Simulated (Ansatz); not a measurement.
Given:

Starting cell, BaSnO3 (cubic perovskite):

```
BaSnO3
1.0
    4.17621     0.00000     0.00000
    0.00000     4.17621     0.00000
    0.00000     0.00000     4.17621
Ba Sn O
1 1 3
Direct
  0.00000   0.00000   0.00000
  0.50000   0.50000   0.50000
  0.00000   0.50000   0.50000
  0.50000   0.50000   0.00000
  0.50000   0.00000   0.50000
```

In each cell atom 5 (O, nearest neighbour Sn at 2.088 Å; its periodic images, 4.2 Å or more away, move with it) moves by s·(0.707, 0.707, 0.000) (along Cartesian [110]), the rest being held.

Level of theory: PBE (plane waves to 420 eV, PAW, scalar-relativistic; Ansatz, a first-principles code). k mesh 7×7×7 (Γ-centred), Fermi-Dirac smearing 0.05 eV. The energy includes the smearing's −TS. BaSnO3 was relaxed with its symmetry unable to fall. The PAW data are Ansatz's earlier set. The zero of ΔE is the undisplaced structure.

The scan covers s from -0.210 to 0.210 Å in 11 points.

Task: Is the energy the same for equal positive and negative displacements?

Result: Even: the same for both signs. With its periodic images moving along, the atom's site symmetry in this cell is 4/mmm.

Task: What is the force constant k = d²E/ds² of this move at s = 0?

Result: 9.86 eV/Å².

(A displaced cell: forces are minus the slopes of the energy, force constants its curvatures, and phonons follow from these.)
